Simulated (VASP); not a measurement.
# GaSb (F-43m) in VASP: further runs

Runs on GaSb. Level: PBE. Tasks: single point.

Everything below comes from runs of VASP 6.6.1. Logs are shortened: lines on timing, memory, paths and dates and some standing lists are left out, and cuts for length are marked.

**Experimental background.**

A printed reference work, data compilation reports, for a bulk crystal of GaSb at 4.2 K: band gap 0.811 eV (direct).

The results are compared with them further down.

## (1) The cell of the first run

The structure is cubic, space group F-43m (No. 216). The conventional cell has a = 6.163 Å, b = 6.163 Å, c = 6.163 Å, α = 90.00°, β = 90.00°, γ = 90.00°. Ga (site symmetry -43m) has 4 Sb at 2.67 Å within 3.5 Å. Within 3.5 Å of Sb (site symmetry -43m) lie 4 Ga at 2.67 Å.

## (2) Single point, PBE

File INCAR:

```
SYSTEM = GaSb
ALGO = Normal ; EDIFF = 1E-6
ENCUT = 520 ; GGA = PE
ISIF = 2 ; ISMEAR = 0
LASPH = .TRUE. ; LCHARG = .TRUE.
LELF = .TRUE. ; LREAL = .FALSE.
LVHAR = .TRUE. ; LWAVE = .FALSE.
NBANDS = 16 ; NELM = 100
PREC = Accurate ; SIGMA = 0.05
```

File KPOINTS:

```
k-points
0
G
  10 10 10
  0 0 0
```

File POSCAR:

```
GaSb
1.0
    0.0000000000      3.0813636216      3.0813636216
    3.0813636216      0.0000000000      3.0813636216
    3.0813636216      3.0813636216      0.0000000000
Ga Sb
1 1
Direct
    0.0000000000      0.0000000000      0.0000000000
    0.7500000000      0.7500000000      0.7500000000
```

Potentials or basis: VASP PAW PBE potentials, release 64 (Ga_d, Sb).

The run is started by

```
$ cat potpaw_PBE.64/Ga_d/POTCAR potpaw_PBE.64/Sb/POTCAR > POTCAR
$ mpirun -np 1 vasp_std > vasp.out
```

OUTCAR:

```text
SYSTEM = GaSb
   EDIFF = 1E-6
   ENCUT = 520
   GGA = PE
   ISIF = 2
   ISMEAR = 0
   LASPH = .TRUE.
   LREAL = .FALSE.
   NELM = 100
   PREC = Accurate

 ion  position               nearest neighbor table
   1  0.000  0.000  0.000-   2 2.67   2 2.67   2 2.67   2 2.67
   2  0.750  0.750  0.750-   1 2.67   1 2.67   1 2.67   1 2.67

  LATTYP: Found a face centered cubic cell.
 ALAT       =     6.1627272432

  Lattice vectors:

 A1 = (   0.0000000000,   3.0813636216,   3.0813636216)
 A2 = (   3.0813636216,   0.0000000000,   3.0813636216)
 A3 = (   3.0813636216,   3.0813636216,   0.0000000000)

Analysis of symmetry for initial positions (statically):
=====================================================================
 Subroutine PRICEL returns:
 Original cell was already a primitive cell.

 Routine SETGRP: Setting up the symmetry group for a
 face centered cubic supercell.

 Subroutine GETGRP returns: Found 24 space group operations
 (whereof 24 operations were pure point group operations)
 out of a pool of 48 trial point group operations.

The static configuration has the point symmetry T_d .

Analysis of symmetry for dynamics (positions and initial velocities):
=====================================================================
 Subroutine PRICEL returns:
 Original cell was already a primitive cell.

 Routine SETGRP: Setting up the symmetry group for a
 face centered cubic supercell.

 Subroutine GETGRP returns: Found 24 space group operations
 (whereof 24 operations were pure point group operations)
 out of a pool of 48 trial point group operations.

The dynamic configuration has the point symmetry T_d .

 Subroutine INISYM returns: Found 24 space group operations
 (whereof 24 operations are pure point group operations),
 and found     1 'primitive' translations

----------------------------------------------------------------------------------------

                                     Primitive cell

  volume of cell :      58.5139

  direct lattice vectors                    reciprocal lattice vectors
     0.000000000  3.081363622  3.081363622    -0.162265822  0.162265822  0.162265822
     3.081363622  0.000000000  3.081363622     0.162265822 -0.162265822  0.162265822
     3.081363622  3.081363622  0.000000000     0.162265822  0.162265822 -0.162265822

  length of vectors
     4.357706224  4.357706224  4.357706224     0.281052648  0.281052648  0.281052648

  position of ions in fractional coordinates (direct lattice)
     0.000000000  0.000000000  0.000000000
     0.750000000  0.750000000  0.750000000

[... 77 lines left out ...]
   LREAL  =      F    real-space projection
   EDIFFG = 0.1E-04   stopping-criterion for IOM
   NSW    =      0    number of steps for IOM
   IBRION =     -1    ionic relax: 0-MD 1-quasi-New 2-CG
   NFREE  =      0    steps in history (QN), initial steepest desc. (CG)
   ISIF   =      2    stress and relaxation
   ISYM   =      2    0-nonsym 1-usesym 2-fastsym
   POTIM  = 0.5000    time-step for ionic-motion
   TEBEG  =    0.0;   TEEND  =   0.0 temperature during run
   PSTRESS=    0.0 pullay stress
   NELECT =      18.0000    total number of electrons
   NUPDOWN=      -1.0000    fix difference up-down
   EMIN   =  10.00;   EMAX   =-10.00  energy-range for DOS
   EFERMI =   0.00;   METHOD = LEGACY
   ISMEAR =     0;   SIGMA  =   0.05  broadening in eV -4-tet -1-fermi 0-gaus
   EFERMI_NEDOS =   21; number of points for ismear=-14 and -15
   IALGO  =     38    algorithm
   IMIX   =      4    mixing-type and parameters
     AMIX     =   0.40;   BMIX     =  1.00
     AMIX_MAG =   1.60;   BMIX_MAG =  1.00
  volume/ion in A,a.u.               =      29.26       197.44
  Fermi-wavevector in a.u.,A,eV,Ry     =   1.105128  2.088390 16.616913  1.221309
  Thomas-Fermi vector in A             =   2.241611
   LORBIT       =      0    0 simple, 1 ext, 2 COOP (PROOUT), +10 PAW based schemes
   GGA     = PE    functional components
   LHFCALC =     F    Hartree Fock is set to
   AEXX    =    0.0000 exact exchange contribution
   IVDW    =     0    specifies the selected vdW correction
   LEPSILON=     F    determine dielectric tensor
   LRPA    =     F    only Hartree local field effects (RPA)
 non-spin polarized calculation
 Gauss-broadening in eV      SIGMA  =   0.05
  energy-cutoff  :      520.00
  volume of cell :       58.51
 maximum number of plane-waves:      1596
   NGX = 17   NGY = 17   NGZ = 17

 number of electron      17.9999999 magnetization

 Free energy of the ion-electron system (eV)
  ---------------------------------------------------
  ext. energy  EPLUGINS =         0.00000000
  ---------------------------------------------------
  free energy    TOTEN  =        -7.36566553 eV

  energy without entropy =       -7.36558838  energy(sigma->0) =       -7.36562696

 E-fermi :   4.6639     XC(G=0):  -8.9942

 val. band max:        4.6486375048   @ k =   0.0000   0.0000   0.0000
 cond. band min:       5.0078802335   @ k =   0.5000   0.0000   0.0000
 fundamental gap:      0.3592427287
 Fermi energy:         4.6638684517

 k-point     1 :       0.0000    0.0000    0.0000
  band No.  band energies     occupation
      1     -10.3425      2.00000
      2     -10.3425      2.00000
      3     -10.3425      2.00000
      4     -10.2961      2.00000
      5     -10.2961      2.00000
      6      -6.6778      2.00000
[... 433 lines left out ...]
      3     -10.3250      2.00000
      4     -10.3037      2.00000
      5     -10.2933      2.00000
      6      -5.1183      2.00000
[... 8 lines left out ...]
     15      14.9105      0.00000
     16      15.0174      0.00000

 [... further k-points ...]

------------------------ aborting loop because EDIFF is reached ----------------------------------------

  FORCE on cell =-STRESS in cart. coord.  units (eV):
  Direction    XX          YY          ZZ          XY          YZ          ZX
  --------------------------------------------------------------------------------------
  -------------------------------------------------------------------------------------
  Total        0.4552957      0.4552957      0.4552957      0.0000000      0.0000000      0.0000000
  in kB       12.4665213     12.4665213     12.4665213      0.0000000      0.0000000      0.0000000
  external PRESSURE =      12.4665213 kB  Pullay stress =       0.0000000 kB

 VOLUME and BASIS-vectors are now :
 -----------------------------------------------------------------------------
  energy-cutoff  :      520.00
  volume of cell :       58.51
      direct lattice vectors                 reciprocal lattice vectors
     0.000000000  3.081363622  3.081363622    -0.162265822  0.162265822  0.162265822
     3.081363622  0.000000000  3.081363622     0.162265822 -0.162265822  0.162265822
     3.081363622  3.081363622  0.000000000     0.162265822  0.162265822 -0.162265822

 POSITION                                       TOTAL-FORCE (eV/Angst)
 -----------------------------------------------------------------------------------
      0.00000      0.00000      0.00000         0.000000      0.000000      0.000000
      4.62205      4.62205      4.62205        -0.000000     -0.000000     -0.000000
 -----------------------------------------------------------------------------------
    total drift:                               -0.000002     -0.000002     -0.000002

  FREE ENERGIE OF THE ION-ELECTRON SYSTEM (eV)
  ---------------------------------------------------
  free  energy   TOTEN  =        -7.3656655325 eV

  energy  without entropy=       -7.3655883788  energy(sigma->0) =       -7.36562696
```

OSZICAR:

```text
N       E                     dE             d eps       ncg     rms          rms(c)
DAV:   1     0.818905490769E+02    0.81891E+02   -0.86063E+03  1544   0.140E+03
DAV:   2    -0.959663564074E+00   -0.82850E+02   -0.79408E+02  1728   0.295E+02
DAV:   3    -0.730290095991E+01   -0.63432E+01   -0.63169E+01  1840   0.651E+01
DAV:   4    -0.741410459058E+01   -0.11120E+00   -0.11119E+00  1872   0.961E+00
DAV:   5    -0.741684134861E+01   -0.27368E-02   -0.27367E-02  1992   0.134E+00    0.309E+00
DAV:   6    -0.737605445356E+01    0.40787E-01   -0.61541E-02  2184   0.382E+00    0.185E+00
DAV:   7    -0.736416772289E+01    0.11887E-01   -0.36116E-02  1736   0.153E+00    0.339E-01
DAV:   8    -0.736512757374E+01   -0.95985E-03   -0.42573E-03  2032   0.739E-01    0.783E-02
DAV:   9    -0.736561193842E+01   -0.48436E-03   -0.66450E-04  1720   0.198E-01    0.323E-02
DAV:  10    -0.736564521216E+01   -0.33274E-04   -0.38595E-05  1984   0.386E-02    0.856E-03
DAV:  11    -0.736566475620E+01   -0.19544E-04   -0.27650E-05  1648   0.349E-02    0.613E-03
DAV:  12    -0.736566553255E+01   -0.77635E-06   -0.13981E-06  1968   0.846E-03
   1 F= -.73656655E+01 E0= -.73656270E+01  d E =-.771538E-04
```

stdout:

```text
POSCAR found type information on POSCAR GaSb
 POSCAR found :  2 types and       2 ions
 scaLAPACK will be used
 LDA part: xc-table for (Slater+PW92), standard interpolation
 POSCAR, INCAR and KPOINTS ok, starting setup
 FFT: planning ... GRIDC
 FFT: planning ... GRID_SOFT
 FFT: planning ... GRID
 WAVECAR not read
 entering main loop
```

Run time: 50 s. Hardware: 1 thread of AMD EPYC 7R43 (Zen 3), shared host; peak memory 0.16 GiB.

Results:

```yaml
Free_energy: -7.3657 eV
Pressure: 1.2 GPa
Band_gap_on_the_k_mesh: zero (filled and empty bands touch)
```

Caveat: spin-orbit coupling is left out, which moves the levels of the heavy elements.

## (3) Single point, PBE (volume scaled by 0.980)

File INCAR:

```
SYSTEM = GaSb
  PREC = Accurate
  ENCUT = 520
  EDIFF = 1E-6
  ISMEAR = 0
  SIGMA = 0.05
  LREAL = .FALSE.
  LASPH = .TRUE.
  NELM = 100
  ALGO = Normal
  ISIF = 2
  LWAVE = .FALSE.
  LCHARG = .FALSE.
  GGA = PE
  NBANDS = 16
```

File KPOINTS:

```
regular mesh
0
G
  10 10 10
  0 0 0
```

File POSCAR:

```
GaSb
1.0
    0.0000000000      3.0861032385      3.0861032385
    3.0861032385      0.0000000000      3.0861032385
    3.0861032385      3.0861032385      0.0000000000
Ga Sb
1 1
Direct
    0.0000000000      0.0000000000      0.0000000000
    0.7500000000      0.7500000000      0.7500000000
```

Potentials or basis: VASP PAW PBE potentials, release 64 (Ga_d, Sb).

The run is started by

```
$ cat potpaw_PBE.64/Ga_d/POTCAR potpaw_PBE.64/Sb/POTCAR > POTCAR
$ mpirun -np 1 vasp_std > vasp.out
```

Wall time 56 s (1 thread of AMD EPYC 7R43 (Zen 3), shared host); peak memory 0.17 GiB.

The run converged. Its results:

```
Free energy            : -7.3676 eV
Pressure               : 1.0 GPa
Band gap on the k mesh : zero (filled and empty bands touch)
```

Levels at points of the mesh, in eV from the Fermi level:
```tsv
k point	band 6	band 7	band 8	band 9	band 10	band 11	band 12	band 13
(0.00, 0.00, 0.00)	-11.31	-0.16	-0.02	-0.02	-0.02	2.77	2.77	2.77
(0.50, 0.00, 0.00)	-9.75	-6.25	-1.13	-1.13	0.33	3.73	3.73	6.47
(0.50, 0.50, 0.00)	-8.96	-6.71	-2.50	-2.50	0.92	1.29	8.50	8.50
```

Caveat: the cell differs from its parent crystal (volume scaled by 0.980); spin-orbit coupling is left out, which moves the levels of the heavy elements.

## (4) Single point, PBE

This run uses another cell than the first one, of 29.99 Å³/atom, 1.025 times its volume.

INCAR, as its differences from that of step 3:

```diff
@@ -12,4 +12,6 @@
   LWAVE = .FALSE.
-  LCHARG = .FALSE.
+  LCHARG = .TRUE.
   GGA = PE
+  LELF = .TRUE.
+  LVHAR = .TRUE.
   NBANDS = 16
```

File KPOINTS:

```
Automatic mesh
0
G
  10 10 10
  0 0 0
```

File POSCAR:

```
GaSb
1.0
    0.0000000000      3.1069559200      3.1069559200
    3.1069559200      0.0000000000      3.1069559200
    3.1069559200      3.1069559200      0.0000000000
Ga Sb
1 1
Direct
    0.0000000000      0.0000000000      0.0000000000
    0.7500000000      0.7500000000      0.7500000000
```

Potentials or basis: VASP PAW PBE potentials, release 64 (Ga_d, Sb).

The run is started by

```
$ cat potpaw_PBE.64/Ga_d/POTCAR potpaw_PBE.64/Sb/POTCAR > POTCAR
$ mpirun -np 1 vasp_std > vasp.out
```

OUTCAR:

```text
SYSTEM = GaSb
   PREC = Accurate
   ENCUT = 520
   EDIFF = 1E-6
   ISMEAR = 0
   LREAL = .FALSE.
   LASPH = .TRUE.
   NELM = 100
   ISIF = 2
   GGA = PE

 ion  position               nearest neighbor table
   1  0.000  0.000  0.000-   2 2.69   2 2.69   2 2.69   2 2.69
   2  0.750  0.750  0.750-   1 2.69   1 2.69   1 2.69   1 2.69

  LATTYP: Found a face centered cubic cell.
 ALAT       =     6.2139118400

  Lattice vectors:

 A1 = (   0.0000000000,   3.1069559200,   3.1069559200)
 A2 = (   3.1069559200,   0.0000000000,   3.1069559200)
 A3 = (   3.1069559200,   3.1069559200,   0.0000000000)

Analysis of symmetry for initial positions (statically):
=====================================================================
 Subroutine PRICEL returns:
 Original cell was already a primitive cell.

 Routine SETGRP: Setting up the symmetry group for a
 face centered cubic supercell.

 Subroutine GETGRP returns: Found 24 space group operations
 (whereof 24 operations were pure point group operations)
 out of a pool of 48 trial point group operations.

The static configuration has the point symmetry T_d .

Analysis of symmetry for dynamics (positions and initial velocities):
[... 163 lines left out ...]
 cond. band min:       4.7148357284   @ k =   0.5000   0.0000   0.0000
 fundamental gap:      0.3104268184
 Fermi energy:         4.4196372754

 k-point     1 :       0.0000    0.0000    0.0000
  band No.  band energies     occupation
      1     -10.5438      2.00000
      2     -10.5438      2.00000
      3     -10.5438      2.00000
      4     -10.5008      2.00000
      5     -10.5008      2.00000
      6      -6.7571      2.00000
[... 433 lines left out ...]
      3     -10.5278      2.00000
      4     -10.5076      2.00000
      5     -10.4982      2.00000
      6      -5.2518      2.00000
[... 8 lines left out ...]
     15      14.5909      0.00000
     16      14.6526      0.00000

 [... further k-points ...]

------------------------ aborting loop because EDIFF is reached ----------------------------------------

  FORCE on cell =-STRESS in cart. coord.  units (eV):
  Direction    XX          YY          ZZ          XY          YZ          ZX
  --------------------------------------------------------------------------------------
  -------------------------------------------------------------------------------------
  Total        0.0267562      0.0267562      0.0267562      0.0000000      0.0000000      0.0000000
  in kB        0.7146592      0.7146592      0.7146592      0.0000000      0.0000000      0.0000000
  external PRESSURE =       0.7146592 kB  Pullay stress =       0.0000000 kB

 VOLUME and BASIS-vectors are now :
 -----------------------------------------------------------------------------
  energy-cutoff  :      520.00
  volume of cell :       59.98
      direct lattice vectors                 reciprocal lattice vectors
     0.000000000  3.106955920  3.106955920    -0.160929222  0.160929222  0.160929222
     3.106955920  0.000000000  3.106955920     0.160929222 -0.160929222  0.160929222
     3.106955920  3.106955920  0.000000000     0.160929222  0.160929222 -0.160929222

 POSITION                                       TOTAL-FORCE (eV/Angst)
 -----------------------------------------------------------------------------------
      0.00000      0.00000      0.00000         0.000000      0.000000      0.000000
      4.66043      4.66043      4.66043        -0.000000     -0.000000     -0.000000
 -----------------------------------------------------------------------------------
    total drift:                               -0.000001     -0.000001     -0.000001

  FREE ENERGIE OF THE ION-ELECTRON SYSTEM (eV)
  ---------------------------------------------------
  free  energy   TOTEN  =        -7.3716072924 eV

  energy  without entropy=       -7.3715301585  energy(sigma->0) =       -7.37156873
```

It took 96 s on 1 thread of AMD EPYC 7R43 (Zen 3), shared host; peak memory 0.19 GiB.

What came out:

* Free energy: -7.3716 eV
* Pressure: 0.1 GPa
* Band gap on the k mesh: zero (filled and empty bands touch)

Caveat: spin-orbit coupling is left out, which moves the levels of the heavy elements.

[end of part 1 of 2]
